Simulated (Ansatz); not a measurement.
How far is PAW off for Ag?

```xyz
4
Lattice="2.8862 0.0000 0.0000 -1.4431 2.4995 0.0000 0.0000 0.0000 10.0000" Properties=species:S:1:pos:R:3 pbc="T T T"
Ag    0.0000    1.6663    2.5000
Ag    1.4431    0.8332    7.5000
Ag    0.0000    0.0000    0.0000
Ag    0.0000    0.0000    5.0000
```

Atoms are numbered in the order listed.

The cell comes from COD entry 1509194, which wasn't checked; take it as a given geometry.

All numbers are computed: DFT, PBE, PAW with Ansatz's default frozen-core files, scalar-relativistic (Ansatz 0.2.0); DFT, PBE, all-electron PAW with datasets made for the crystal, scalar-relativistic (Ansatz 0.2.0); DFT, PBE, all-electron LAPW, scalar-relativistic (Ansatz 0.2.0).

For PAW: a Γ-centred 14×14×4 k mesh, Fermi–Dirac smearing of 0.08 eV, cutoff 420 eV, no spin polarisation. The crystal-made all-electron datasets (AE datasets) take a cutoff of 260 eV at this cell. LAPW targets a basis error of 0.5 meV/atom. The Ansatz runs share mesh, smearing and spin set-up. Plane-wave (PAW) pressures include the program's estimate of the Pulay term.

Stress and pressure are positive in compression.

Spin–orbit coupling is left out, which moves gradients at and beside heavy atoms by some per cent and at worst by a factor of two.

In a metal, gradients converge slowly with the k mesh: the values move by tens of per cent from one mesh to another, at times in sign, so only the comparison on one mesh counts.

Levels count from the Fermi level.

```csv
quantity,PAW,AE datasets,LAPW
pressure (GPa),-0.38,-0.39,-0.38
stress xx (GPa),1.27,1.26,1.26
stress zz (GPa),-3.67,-3.68,-3.67
highest filled level at K (eV),-3.005,-3.007,-3.007
lowest empty level at K (eV),3.404,3.403,3.403
highest filled level at M (eV),-2.690,-2.690,-2.690
lowest empty level at M (eV),0.069,0.070,0.070
highest filled level at L (eV),-2.700,-2.700,-2.700
lowest empty level at L (eV),0.438,0.438,0.438
field gradient Vzz at Ag1 (10²¹ V/m²),0.53,0.53,–
```

PAW's pressure differs from the LAPW value by about 0.01 GPa or less. Datasets made for the crystal and LAPW share parts of one code, so their agreement isn't an independent check.
